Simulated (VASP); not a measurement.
The system is AgCl (Chlorargyrite).

```
Ag Cl
1.0
     0.00000    2.80534    2.80534
     2.80534    0.00000    2.80534
     2.80534    2.80534    0.00000
Ag Cl
1 1
Direct
  0.00000 0.00000 0.00000
  0.50000 0.50000 0.50000
```

* Program: VASP 6.6.1
* Task: relaxation of cell and atoms
* Functional: PBEsol
* Potentials or basis: VASP PAW PBE potentials, release 64 (Ag, Cl)
* Cutoff: 600 eV
* k mesh: 8 × 8 × 8
* Occupations: gaussian, width 0.02 eV
* Spin: no spin polarisation

At the start: pressure -4.0 GPa; volume 22.08 Å³/atom.

How do energy, volume and symmetry change on relaxing?

Over 5 steps the energy falls by 26.0 meV/atom and the volume is 20.19 Å³/atom (-8.5 %); space group Fm-3m (No. 225, to 0.05 Å).

The path:
| step | energy change (eV) | largest force (eV/Å) | pressure (GPa) | volume (Å³) |
| --- | --- | --- | --- | --- |
| 1 | 0.0000 | 0.0000 | -4.04 | 44.16 |
| 2 | -0.0516 | 0.0000 | -0.44 | 40.69 |
| 3 | -0.0520 | 0.0000 | -0.04 | 40.38 |
| 4 | -0.0520 | 0.0000 | 0.11 | 40.30 |
| 5 | -0.0520 | 0.0000 | 0.00 | 40.39 |

Final structure:
```xyz
2
Lattice="0.0000 2.7231 2.7231 2.7231 0.0000 2.7231 2.7231 2.7231 0.0000" Properties=species:S:1:pos:R:3 pbc="T T T"
Ag    2.7231    0.0000    2.7231
Cl    2.7231    2.7231    2.7231
```

Caveat: the PAW data sets were made with another functional, which shifts forces and pressure a little.
